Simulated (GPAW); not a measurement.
A run of GPAW 26.7.0:

Contents of run.py:

```python
import numpy as np
from ase.dft.bandgap import bandgap
from ase.io import write
from ase.spacegroup import crystal
from ase.units import GPa
from gpaw import GPAW, PW
from gpaw.spinorbit import soc_eigenstates

# Pb 4a
# Se 4b
atoms = crystal(['Pb', 'Se'],
                basis=[[0.0, 0.0, 0.0],
                       [0.5, 0.0, 0.0]],
                spacegroup=225, setting=1,  # Fm-3m
                cellpar=[6.1213, 6.1213, 6.1213, 90.0, 90.0, 90.0],
                primitive_cell=True)

calc = GPAW(mode=PW(600),
            xc='MGGA_X_SCAN+MGGA_C_SCAN',
            kpts={'size': (6, 6, 6), 'gamma': True},
            occupations={'name': 'fermi-dirac', 'width': 0.05},
            nbands=19,
            convergence={'density': 1e-05, 'energy': 1e-05},
            maxiter=150,
            txt='gpaw.txt')
atoms.calc = calc
energy = atoms.get_potential_energy()
forces = atoms.get_forces()
stress = atoms.get_stress()
calc.write('gs.gpw')
write('result.traj', atoms)
print(f'Energy: {energy:.6f} eV')
print('Forces (eV/A):')
print(forces.round(4))
print('Stress (GPa):', (stress / GPa).round(3))
print('Fermi level:', round(calc.get_fermi_level(), 4), 'eV')
print(f'Gap: {bandgap(calc)[0]:.4f} eV, direct: {bandgap(calc, direct=True)[0]:.4f} eV')

path = atoms.cell.bandpath('GXWKGLUWLK,UX', npoints=100, eps=1e-4)
bs_calc = calc.fixed_density(kpts=path, symmetry='off', nbands=31,
                             convergence={'bands': 'CBM+6.0', 'eigenstates': 1e-6}, txt='bands.txt')
bs = bs_calc.band_structure()
bs.write('bs.json')
print(f'Gap on the path: {bandgap(bs_calc)[0]:.4f} eV')

soc = soc_eigenstates(bs_calc, theta=54.7, phi=45, ignore_xc_potential=True)
np.savetxt('soc_bands.dat', soc.eigenvalues(), fmt='%.4f')
mesh = soc_eigenstates('gs.gpw', theta=54.7, phi=45, ignore_xc_potential=True)
np.savetxt('soc_mesh.dat', mesh.eigenvalues(), fmt='%.4f')
print('Fermi level with spin-orbit coupling:', round(mesh.fermi_level, 4), 'eV')
```

Potentials or basis: GPAW PAW data sets (gpaw-data 1.2.1), pw.

Launch:

```console
$ OMP_NUM_THREADS=1 python run.py
```

Hardware: 1 thread of Intel(R) Xeon(R) 6975P-C (Granite Rapids), with other jobs on the host.

**Question.** How long does it take, and how much memory?

**Answer.** Run time: 82 s on 1 thread of Intel(R) Xeon(R) 6975P-C (Granite Rapids) (shared host), peak memory 0.49 GiB. Counts: scf iterations 16, plane waves 1936, bands 19, k points 16.
